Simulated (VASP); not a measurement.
Write an ASE script for VASP 6.6.1 that does the following.

```yaml
Task: single point
Functional: RPBE
Potentials_or_basis: VASP PAW PBE potentials, release 64 (Hf_pv, B)
Cutoff: 520 eV
k_mesh: 10 × 10 × 8
Occupations: gaussian, width 0.05 eV
Spin: no spin polarisation
Further_INCAR_settings: ALGO = Normal; EDIFF = 1.00e-07; NBANDS = 15
```

The structure of HfB2 lies in HfB2.xyz:

```xyz
3
Lattice="3.1400000000 0.0000000000 0.0000000000 -1.5700000000 2.7193197679 0.0000000000 0.0000000000 0.0000000000 3.4800000000" Properties=species:S:1:pos:R:3 pbc="T T T"
Hf     0.0000000000      0.0000000000      0.0000000000
B      1.5700000002      0.9064399225      1.7400000000
B     -0.0000000002      1.8128798454      1.7400000000
```

These files were run (other wordings do the same):

run.py

```python
from ase.calculators.vasp import Vasp
from ase.dft.bandgap import bandgap
from ase.io import read

atoms = read('HfB2.xyz')
calc = Vasp(
    directory='calc',
    xc='rpbe',
    pp='PBE',
    setups='materialsproject',
    prec='Accurate',
    encut=520,
    ediff=1e-07,
    ismear=0,
    sigma=0.05,
    lreal=False,
    lasph=True,
    nelm=80,
    algo='Normal',
    isif=2,
    lwave=False,
    lcharg=False,
    kpts=[10, 10, 8],
    gamma=True,
    nbands=15,
)
atoms.calc = calc

print('energy (eV):', atoms.get_potential_energy())
print('free energy (eV):', atoms.get_potential_energy(force_consistent=True))
print('forces (eV/A):')
print(atoms.get_forces())
print('stress (eV/A^3, Voigt):', atoms.get_stress())
print('Fermi level (eV):', calc.get_fermi_level())
gap, top, bottom = bandgap(calc)
print('band gap (eV):', gap, 'from (spin, k, band)', top, 'to', bottom)
```

Potentials or basis: VASP PAW PBE potentials, release 64 (Hf_pv, B).

The run is started by

```bash
$ python run.py
```

Results of the run:

```
Pressure               : 5.1 GPa
Band gap on the k mesh : none (metal or under the smearing width)
```

Caveat: the PAW data sets were made with another functional, which shifts forces and pressure a little.

Wall time 28 s on 1 thread of AMD EPYC 7R13 Processor (Zen 3) (shared host), peak memory 0.13 GiB.
